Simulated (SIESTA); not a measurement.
Runs of SIESTA 5.4.2 on WS2. The cell holds a slab with vacuum, 6 atoms: a = 3.158 Å, b = 3.158 Å, c = 24.294 Å, α = 90.00°, β = 90.00°, γ = 120.00°. 

```tsv
potentials or basis	gap on the mesh (eV)	largest force (eV/Å)
PseudoDojo 0.4 standard (PBE files), SZP (energy shift 0.003 Ry)	1.64	1.33
PseudoDojo 0.4 standard (PBE files), TZDP (energy shift 0.003 Ry; two zetas on semicore shells)	(c)	1.06
PseudoDojo 0.4 standard (PBE files), DZDP (energy shift 0.003 Ry; two zetas on semicore shells)	1.57	(b)
PseudoDojo 0.4 standard (PBE files), DZ (energy shift 0.003 Ry; two zetas on semicore shells)	1.55	2.58
PseudoDojo 0.4 standard (PBE files), TZP (energy shift 0.003 Ry; two zetas on semicore shells)	(a)	1.06
PseudoDojo 0.4 standard (PBE files), SZ (energy shift 0.003 Ry)	1.30	2.99
PseudoDojo 0.4 standard (PBE files), DZP (energy shift 0.003 Ry; two zetas on semicore shells)	(d)	1.09
```

Alike in all rows: task single point; level PBE; no spin polarisation; cell as given; k mesh 7 × 7 × 1; smearing fermi-dirac 0.05 eV; grid cutoff 800 Ry; energy shift 0.003 Ry.

Question: Estimate the missing entries.

Answer: (a) 1.59; (b) 1.13; (c) 1.56; (d) 1.60.

Caveats: spin-orbit coupling is left out, which moves the levels of the heavy elements; the basis of atomic orbitals isn't converged, which shifts pressures, moduli and gaps; the basis has no polarisation orbitals (some runs).

A k mesh can miss the band edges, and the runs leave out spin-orbit coupling on W.
